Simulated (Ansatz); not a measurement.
The system is GaN.

```
Ga N
1.0
     5.23038    0.00000    0.00000
    -2.61519    4.52964    0.00000
     0.00000    0.00000    3.39010
Ga N
1 1
Direct
  0.00000 0.00000 0.50000
  0.00000 0.00000 0.00000
```

The cell was built by a generator and needn't be a form met in nature.

```yaml
Program: Ansatz 0.2.0
Task: relaxation of cell and atoms
Functional: HSE03
Potentials_or_basis: Ansatz PAW
Cutoff: "420 eV (not typed: the program's choice for these potentials)"
k_mesh: 3 × 3 × 4
Occupations: fermi-dirac, width 0.05 eV
Spin: no spin polarisation
```

At the start: volume 40.16 Å³/atom.

Q: How do energy, volume and symmetry change on relaxing?

A: It ends after 6 steps and the volume is 41.33 Å³/atom (+2.9 %); space group P6/mmm (No. 191, to 0.05 Å).

Step by step:
```csv
step,energy change (eV),largest force (eV/Å),volume (Å³)
1,0.0000,0.0000,80.32
2,-0.0037,0.0000,80.33
3,-0.0043,0.0000,80.60
4,-0.0042,0.0000,80.85
5,-0.0029,0.0000,82.65
6,-0.0055,0.0000,82.65
```

Final structure:
```
Ga N
1.0
     5.32253    0.00000    0.00000
    -2.66126    4.60944    0.00000
     0.00000    0.00000    3.36886
Ga N
1 1
Direct
  0.00000 0.00000 0.50000
  0.00000 0.00000 0.00000
```

Caveat: the k mesh is coarse (spacing up to 0.46 Å⁻¹), so the values aren't converged, least of all with exact exchange; the plane-wave basis is chosen anew once the cell has moved, so the energies of steps on either side of that aren't comparable; the PAW data sets come from PBE, with cores solved anew for the run's functional, which leaves a small shift of forces and pressure.
